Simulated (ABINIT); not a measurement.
SnO:

```
CELL_PARAMETERS angstrom
3.35500 0.00000 0.00000
0.00000 5.67410 0.00000
0.00000 0.00000 4.22197
ATOMIC_POSITIONS crystal
Sn 0.50000 0.76809 0.01314
Sn 0.00000 0.23191 0.51314
O 0.50000 0.10875 0.23686
O 0.00000 0.89125 0.73686
```

The cell comes from a database or a generator and needn't be the stable form of this composition.

Base run:

* Program: ABINIT 10.8.3 (patched build)
* Functional: LDA
* Potentials or basis: JTH PAW LDA v2.0
* Cutoff: 626 eV
* k mesh: 8 × 5 × 6
* Occupations: fermi-dirac, width 0.05 eV
* Spin: no spin polarisation

Its results: band gap on the k mesh 1.47 eV, indirect (least direct gap 2.07 eV); pressure -5.8 GPa; largest force 0.755 eV/Å.

Task: The run is repeated on the same cell with these changes: functional from LDA to PBEsol; potentials or basis from JTH PAW LDA v2.0 to PseudoDojo NC SR PBEsol v0.4.1 standard; cutoff from 626 eV to 1143 eV. What comes out?

Result: Band gap on the k mesh 1.42 eV, indirect (least direct gap 2.00 eV); pressure -2.5 GPa; largest force 0.315 eV/Å.

Caveats: spin-orbit coupling is left out, which moves the levels of the heavy elements; the mesh misses the band edges, which the band path finds closer together.
